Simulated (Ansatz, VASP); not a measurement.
This is a calculation of Ni for VASP 6.6.1.

The input INCAR:

```
ALGO = Fast
EDIFF = 1E-6
ENCUT = 520
GGA = CA
ISIF = 2
ISMEAR = -1
ISPIN = 2
LASPH = True
LCHARG = False
LMAXMIX = 4
LORBIT = 11
LREAL = False
LWAVE = False
MAGMOM = 1 1
NBANDS = 21
NELM = 150
PREC = Accurate
SIGMA = 0.05
```

KPOINTS

```
k-points
0
Gamma
  12 12 7
```

POSCAR

```
Ni
1.0
    2.4960355362      0.0000000000      0.0000000000
   -1.2480177681      2.1616301831      0.0000000000
    0.0000000000      0.0000000000      4.1526868216
Ni
2
Direct
    0.6666666667      0.3333333333      0.7500000000
    0.3333333333      0.6666666667      0.2500000000
```

Potentials or basis: VASP PAW LDA potentials, release 64 (Ni).

Command:

```bash
$ cat potpaw_LDA.64/Ni/POTCAR > POTCAR
$ mpirun -np 1 vasp_std > vasp.out
```

Set up the same calculation for Ansatz 0.2.0. Potentials there: all-electron LAPW, scalar-relativistic.

As run (the cutoff follows the program's own potentials):

File input.yaml:

```yaml
crystal:
  lattice:
    - [2.4960355362, 0.0, 0.0]
    - [-1.2480177681, 2.1616301831, 0.0]
    - [0.0, 0.0, 4.1526868216]
  atoms:
    - { symbol: Ni, position: [0.6666666667, 0.3333333333, 0.75], spin: 1.0 }
    - { symbol: Ni, position: [0.3333333333, 0.6666666667, 0.25], spin: 1.0 }
kpoints:
  mp_grid: { grid: [12, 12, 7] }
scf:
  occupations: { method: fermi_dirac, width: 0.05 }
hamiltonian:
  xc: lda
  pseudopotentials: { kind: all_electron, lapw: { basis_error: 0.001 } }
magnetization:
  spin_polarized: true
output:
  forces: true
  stress: true
  eigenvalues: true
```

Potentials or basis: all-electron LAPW, scalar-relativistic.

Run with:

```sh
$ ansatz run input.yaml --threads 2 --pin off --max-ram 6144MiB --backend cpu --events-out ev --progress --plain --runs-dir out
```

Both were run:

|  | VASP | Ansatz | Ansatz less VASP |
| --- | --- | --- | --- |
| gap on the k mesh at the Fermi level (eV) | none | none | - |
| pressure (GPa) | -20.6 | -20.8 | -0.22 |
| largest component of the traceless stress (GPa) | 1.88 | 1.99 | +0.113 |
| net moment per atom (μB) | 0.62 | 0.65 | +0.032 |
| size of the moment on the site where the two differ most (μB) | 0.62 | 0.67 | +0.045 |

Site moments also hang on the region over which each program counts them. A gap of «none» marks a metal or a gap that the smearing closes. Ansatz ran all-electron here, so the differences hold the error of VASP's frozen core and of both bases.

Caveats: so large a pressure means that the cell lies far from this level's equilibrium, or that cutoff or potentials fall short (VASP).
